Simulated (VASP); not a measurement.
Wanted: an ASE script for a VASP 6.6.1 run.

- Task: density of states
- Functional: BEEF-vdW
- Potentials or basis: VASP PAW PBE potentials, release 64 (Cs_sv, I)
- Cutoff: 520 eV
- k mesh: 6 × 6 × 6
- Occupations: fermi-dirac, width 0.05 eV
- Spin: no spin polarisation
- Further INCAR settings: ALGO = Normal; EDIFF = 1.00e-07

The structure of CsI lies in CsI.cif:

```cif
data_CsI
_cell_length_a 4.59670307
_cell_length_b 4.54945902
_cell_length_c 4.56209443
_cell_angle_alpha 90.14690008
_cell_angle_beta 93.38720776
_cell_angle_gamma 89.80642064
_space_group_name_H-M_alt 'P1'
_space_group_name_Hall 'P 1'
_space_group_IT_number 1
loop_
_space_group_symop_operation_xyz
'x,y,z'
loop_
_atom_site_label
_atom_site_type_symbol
_atom_site_symmetry_multiplicity
_atom_site_Wyckoff_symbol
_atom_site_fract_x
_atom_site_fract_y
_atom_site_fract_z
_atom_site_occupancy
Cs1 Cs 1 a 0.0000000000 0.0000000000 0.0000000000 1
I1 I 1 a 0.5000000000 0.5000000000 0.5000000000 1
```

The cell isn't the ideal one: cell strained at random at fixed volume.

One way to write it, as run:

run.py

```python
from ase.calculators.vasp import Vasp
from ase.dft.dos import DOS
from ase.io import read

atoms = read('CsI.cif')
calc = Vasp(
    directory='calc',
    xc='beef-vdw',
    pp='PBE',
    setups='recommended',
    prec='Accurate',
    encut=520,
    ediff=1e-07,
    ismear=-1,
    sigma=0.05,
    lreal=False,
    lasph=True,
    nelm=80,
    algo='Normal',
    isif=2,
    lwave=False,
    lcharg=False,
    lorbit=10,
    kpts=[6, 6, 6],
    gamma=True,
)
atoms.calc = calc

print('energy (eV):', atoms.get_potential_energy())
print('free energy (eV):', atoms.get_potential_energy(force_consistent=True))
print('forces (eV/A):')
print(atoms.get_forces())
print('stress (eV/A^3, Voigt):', atoms.get_stress())
print('Fermi level (eV):', calc.get_fermi_level())
dos = DOS(calc, width=0.05, window=(-10, 10), npts=301)
print('E - E_F (eV), DOS (1/eV)')
for e, g in zip(dos.get_energies(), dos.get_dos()):
    print(f'{e:8.3f} {g:10.4f}')
```

Potentials or basis: VASP PAW PBE potentials, release 64 (Cs_sv, I).

Command:

```console
$ python run.py
```

Results of the run:

The pressure is 1.3 GPa and the band gap on the k mesh is 4.06 eV, indirect (least direct gap 4.15 eV). The valence electrons inside the program's atomic spheres are Cs 6.52; I 4.36.

Caveat: the PAW data sets were made with another functional, which shifts forces and pressure a little; spin-orbit coupling is left out, which moves the levels of the heavy elements.

It took 2.9 min on 1 thread of Intel(R) Xeon(R) Platinum 8488C (Sapphire Rapids) (shared host), peak memory 0.56 GiB.
